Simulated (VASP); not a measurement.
# TaN (P-6m2) in VASP: a series of runs, part 2 of 2

VASP 6.6.1.

## Step 3: Single point, PBEsol+U, collinear spin, typed start

Input file INCAR:

```
PREC = Accurate
ENCUT = 520
EDIFF = 1E-6
ISMEAR = 0
SIGMA = 0.05
LREAL = False
LASPH = True
NELM = 150
ALGO = Normal
ISIF = 2
LWAVE = False
LCHARG = True
ISPIN = 2
MAGMOM = 0.5 0.5 0 0
LORBIT = 11
NUPDOWN = 1.0
LMAXMIX = 4
LDAU = True
LDAUTYPE = 2
LDAUL = 2 -1
LDAUU = 6 0
LDAUJ = 0 0
LDAUPRINT = 1
GGA = PS
LELF = True
LVHAR = True
NBANDS = 28
```

Input file KPOINTS:

```
regular mesh
0
Gamma
  7 7 4
```

Input file POSCAR:

```
TaN
1.0
    2.9380011100      0.0000000000      0.0000000000
   -1.4690005500      2.5443836000      0.0000000000
    0.0000000000      0.0000000000      5.7660044200
Ta N
2 2
Direct
    0.3333333333      0.6666666667      0.2500000000
    0.3333333333      0.6666666667      0.7500000000
    0.0000000000      0.0000000000      0.0000000000
    0.0000000000      0.0000000000      0.5000000000
```

Potentials or basis: VASP PAW PBE potentials, release 64 (Ta_pv, N).

Started as:

```
cat potpaw_PBE.64/Ta_pv/POTCAR potpaw_PBE.64/N/POTCAR > POTCAR
mpirun -np 1 vasp_std > vasp.out
```

OUTCAR:

```text
PREC = Accurate
   ENCUT = 520
   EDIFF = 1E-6
   ISMEAR = 0
   LREAL = False
   LASPH = True
   NELM = 150
   ISIF = 2
   ISPIN = 2
   LORBIT = 11
   NUPDOWN = 1.0
   GGA = PS

 ion  position               nearest neighbor table
   1  0.333  0.667  0.250-   3 2.23   4 2.23   3 2.23   4 2.23   3 2.23   4 2.23   2 2.88   2 2.88

   2  0.333  0.667  0.750-   3 2.23   4 2.23   3 2.23   4 2.23   3 2.23   4 2.23   1 2.88   1 2.88

   3  0.000  0.000  0.000-   1 2.23   2 2.23   1 2.23   2 2.23   1 2.23   2 2.23
   4  0.000  0.000  0.500-   1 2.23   2 2.23   1 2.23   2 2.23   1 2.23   2 2.23

  LATTYP: Found a hexagonal cell.
 ALAT       =     2.9380011100
 C/A-ratio  =     1.9625603273

  Lattice vectors:

 A1 = (   2.9380011100,   0.0000000000,   0.0000000000)
 A2 = (  -1.4690005500,   2.5443836000,   0.0000000000)
 A3 = (   0.0000000000,   0.0000000000,   5.7660044200)

Analysis of symmetry for initial positions (statically):
=====================================================================
 Subroutine PRICEL returns following result:

  LATTYP: Found a hexagonal cell.
 ALAT       =     2.9380011100
 C/A-ratio  =     0.9812801636
[... 12 lines left out ...]
 Subroutine GETGRP returns: Found 12 space group operations
 (whereof 12 operations were pure point group operations)
 out of a pool of 24 trial point group operations.

The static configuration has the point symmetry D_3h.

Analysis of symmetry for dynamics (positions and initial velocities):
=====================================================================
 Subroutine PRICEL returns following result:

  LATTYP: Found a hexagonal cell.
 ALAT       =     2.9380011100
 C/A-ratio  =     0.9812801636
[... 12 lines left out ...]
 Subroutine GETGRP returns: Found 12 space group operations
 (whereof 12 operations were pure point group operations)
 out of a pool of 24 trial point group operations.

The dynamic configuration has the point symmetry D_3h.

Analysis of structural, dynamic, and magnetic symmetry:
=====================================================================
 Subroutine PRICEL returns following result:

  LATTYP: Found a hexagonal cell.
 ALAT       =     2.9380011100
 C/A-ratio  =     0.9812801636
[... 12 lines left out ...]
 Subroutine GETGRP returns: Found 12 space group operations
 (whereof 12 operations were pure point group operations)
 out of a pool of 24 trial point group operations.

The overall configuration has the point symmetry D_3h.

 Subroutine INISYM returns: Found 12 space group operations
 (whereof 12 operations are pure point group operations),
 and found     2 'primitive' translations

----------------------------------------------------------------------------------------

[... 173 lines left out ...]
  0.3173  0.0000 -0.0000 -0.0000 -0.0000
  0.0000  0.1855  0.0000  0.0000 -0.0000
 -0.0000  0.0000  0.3248 -0.0000  0.0000
 -0.0000  0.0000 -0.0000  0.1855 -0.0000
 -0.0000 -0.0000  0.0000 -0.0000  0.3173

spin component  2

  0.1866  0.0000 -0.0000  0.0000 -0.0000
  0.0000  0.1612 -0.0000  0.0000 -0.0000
 -0.0000 -0.0000  0.2833 -0.0000  0.0000
  0.0000  0.0000 -0.0000  0.1612 -0.0000
 -0.0000 -0.0000  0.0000 -0.0000  0.1866

 occupancies and eigenvectors

  o =  0.1612  v =  0.0000  0.0000  0.0000  0.0000  0.0000 -0.0000 -0.5330  0.0000  0.8461  0.0000      0.0000  0.0000  0.0000  0.0000  0.0000  0.0000  0.0000  0.0000  0.0000  0.0000
  o =  0.1612  v =  0.0000  0.0000  0.0000  0.0000  0.0000 -0.0000  0.8461 -0.0000  0.5330 -0.0000      0.0000  0.0000  0.0000  0.0000  0.0000  0.0000  0.0000  0.0000  0.0000  0.0000
  o =  0.1855  v = -0.0000  0.5330  0.0000 -0.8461  0.0000  0.0000  0.0000  0.0000  0.0000  0.0000      0.0000  0.0000  0.0000  0.0000  0.0000  0.0000  0.0000  0.0000  0.0000  0.0000
  o =  0.1855  v = -0.0000 -0.8461 -0.0000 -0.5330  0.0000  0.0000  0.0000  0.0000  0.0000  0.0000      0.0000  0.0000  0.0000  0.0000  0.0000  0.0000  0.0000  0.0000  0.0000  0.0000
  o =  0.1866  v =  0.0000  0.0000  0.0000  0.0000  0.0000  0.0143  0.0000 -0.0000 -0.0000  0.9999      0.0000  0.0000  0.0000  0.0000  0.0000  0.0000  0.0000  0.0000  0.0000  0.0000
  o =  0.1866  v =  0.0000  0.0000  0.0000  0.0000  0.0000 -0.9999  0.0000 -0.0000 -0.0000  0.0143      0.0000  0.0000  0.0000  0.0000  0.0000  0.0000  0.0000  0.0000  0.0000  0.0000
  o =  0.2833  v =  0.0000  0.0000  0.0000  0.0000  0.0000 -0.0000  0.0000  1.0000 -0.0000  0.0000      0.0000  0.0000  0.0000  0.0000  0.0000  0.0000  0.0000  0.0000  0.0000  0.0000
  o =  0.3173  v =  0.0925 -0.0000  0.0000  0.0000 -0.9957  0.0000  0.0000  0.0000  0.0000  0.0000      0.0000  0.0000  0.0000  0.0000  0.0000  0.0000  0.0000  0.0000  0.0000  0.0000
  o =  0.3173  v = -0.9957 -0.0000 -0.0000  0.0000 -0.0925  0.0000  0.0000  0.0000  0.0000  0.0000      0.0000  0.0000  0.0000  0.0000  0.0000  0.0000  0.0000  0.0000  0.0000  0.0000
  o =  0.3248  v = -0.0000 -0.0000  1.0000 -0.0000  0.0000  0.0000  0.0000  0.0000  0.0000  0.0000      0.0000  0.0000  0.0000  0.0000  0.0000  0.0000  0.0000  0.0000  0.0000  0.0000

 number of electron      32.0000001 magnetization       1.0000000

 Free energy of the ion-electron system (eV)
  ---------------------------------------------------
  ext. energy  EPLUGINS =         0.00000000
  ---------------------------------------------------
  free energy    TOTEN  =       -35.96909493 eV

  energy without entropy =      -35.96442136  energy(sigma->0) =      -35.96675814

 E-fermi :   8.0663     XC(G=0): -13.5078

 val. band max:       10.2327850787   @ k =   0.2857   0.1429   0.2500
 cond. band min:       8.1475281795   @ k =   0.4286   0.0000   0.0000
 fundamental gap:     -2.0852568992
 Fermi energy:        10.2363241832

 spin component 1

 k-point     1 :       0.0000    0.0000    0.0000
  band No.  band energies     occupation
      1     -28.0569      1.00000
      2     -27.1624      1.00000
      3     -27.0052      1.00000
      4     -27.0052      1.00000
      5     -26.9270      1.00000
      6     -26.9270      1.00000
[... 733 lines left out ...]
     27      20.5219      0.00000
     28      20.5219      0.00000
 Fermi energy:         8.0663017669

 spin component 2

 k-point     1 :       0.0000    0.0000    0.0000
  band No.  band energies     occupation
      1     -27.9147      1.00000
      2     -27.0203      1.00000
      3     -26.7458      1.00000
      4     -26.7458      1.00000
      5     -26.6672      1.00000
      6     -26.6672      1.00000
[... 733 lines left out ...]
     27      21.0494      0.00000
     28      21.0500      0.00000

------------------------ aborting loop because EDIFF is reached ----------------------------------------

  FORCE on cell =-STRESS in cart. coord.  units (eV):
  Direction    XX          YY          ZZ          XY          YZ          ZX
  --------------------------------------------------------------------------------------
  -------------------------------------------------------------------------------------
  Total        4.9618002      4.9618002      4.9151981      0.0000000     -0.0000000      0.0000000
  in kB      184.4337250    184.4337253    182.7014935      0.0000004     -0.0000000      0.0000000
  external PRESSURE =     183.8563146 kB  Pullay stress =       0.0000000 kB

 VOLUME and BASIS-vectors are now :
 -----------------------------------------------------------------------------
  energy-cutoff  :      520.00
  volume of cell :       43.10
      direct lattice vectors                 reciprocal lattice vectors
     2.938001110  0.000000000  0.000000000     0.340367468  0.196511249  0.000000000
    -1.469000550  2.544383600  0.000000000     0.000000000  0.393022499  0.000000000
     0.000000000  0.000000000  5.766004420     0.000000000  0.000000000  0.173430321

 POSITION                                       TOTAL-FORCE (eV/Angst)
 -----------------------------------------------------------------------------------
      0.00000      1.69626      1.44150        -0.000000      0.000000     -0.000000
      0.00000      1.69626      4.32450        -0.000000      0.000000     -0.000000
      0.00000      0.00000      0.00000         0.000000     -0.000000      0.000000
      0.00000      0.00000      2.88300         0.000000     -0.000000      0.000000
 -----------------------------------------------------------------------------------
    total drift:                               -0.000000      0.000000     -0.000000

  FREE ENERGIE OF THE ION-ELECTRON SYSTEM (eV)
  ---------------------------------------------------
  free  energy   TOTEN  =       -35.9690949268 eV

  energy  without entropy=      -35.9644213552  energy(sigma->0) =      -35.96675814

 total charge

# of ion       s       p       d       tot
------------------------------------------
    1        0.322   6.277   2.261   8.861
    2        0.322   6.277   2.261   8.861
    3        1.222   2.533   0.000   3.756
    4        1.222   2.533   0.000   3.756
--------------------------------------------------
tot          3.089  17.622   4.523  25.233

 magnetization (x)

# of ion       s       p       d       tot
------------------------------------------
    1        0.006   0.020   0.347   0.372
    2        0.006   0.020   0.347   0.372
    3       -0.001  -0.001   0.000  -0.002
    4       -0.001  -0.001   0.000  -0.002
--------------------------------------------------
tot          0.010   0.037   0.693   0.741
```

Run time: 1.8 min. Hardware: 1 thread of AMD EPYC 7R43 (Zen 3), shared host; peak memory 0.17 GiB.

What came out:

* Free energy: -35.9691 eV
* Pressure: 18.4 GPa
* Net moment: 1.00 μB per cell
* Site moments: Ta +0.37; N -0.00 μB
* Valence electrons inside the program's atomic spheres: Ta 8.86; N 3.76

Eigenvalues of the final occupation matrices:
```tsv
site	spin	trace	eigenvalues
site 1 d	1	1.33	0.19 0.19 0.32 0.32 0.32
site 1 d	2	0.98	0.16 0.16 0.19 0.19 0.28
site 2 d	1	1.33	0.19 0.19 0.32 0.32 0.32
site 2 d	2	0.98	0.16 0.16 0.19 0.19 0.28
```

Caveat: the PAW data sets were made with another functional, which shifts forces and pressure a little; the total moment is fixed, so each spin has its own Fermi level. The state reached can hang on the start; a lower one may exist.
